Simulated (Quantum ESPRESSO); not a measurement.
Cu:

```
Cu
1.0
    -1.44279    1.44279    1.37608
     1.44279   -1.44279    1.37608
     1.44279    1.44279   -1.37608
Cu
1
Direct
  0.00000 0.00000 0.00000
```

This isn't the form of Cu at room conditions, which is fcc.

```yaml
Program: Quantum ESPRESSO 7.5
Task: single point
Functional: PBE
Potentials_or_basis: SSSP 1.3 efficiency PBE
Cutoff: 748 eV
Density_cutoff: 5987 eV
k_mesh: 13 × 13 × 13
Occupations: fermi-dirac, width 0.05 eV
Spin: no spin polarisation
```

On this cell: pressure 6.9 GPa; band gap on the k mesh none (metal or under the smearing width).

The same run follows on a disturbed copy (cell strained at random at fixed volume):

```
CELL_PARAMETERS angstrom
-1.41080 1.44162 1.36674
1.39194 -1.45455 1.36053
1.46098 1.50473 -1.38030
ATOMIC_POSITIONS crystal
Cu 0.01879 0.00286 0.01439
```

Question: What changes?

Answer: The energy (extrapolated to zero smearing) moves by +5.0 meV/atom; pressure 7.3 GPa; band gap on the k mesh none (metal or under the smearing width).

Stress tensor (GPa, compression positive):
```
 6.01 -4.65  1.42
-4.65  8.34  0.94
 1.42  0.94  7.56
```
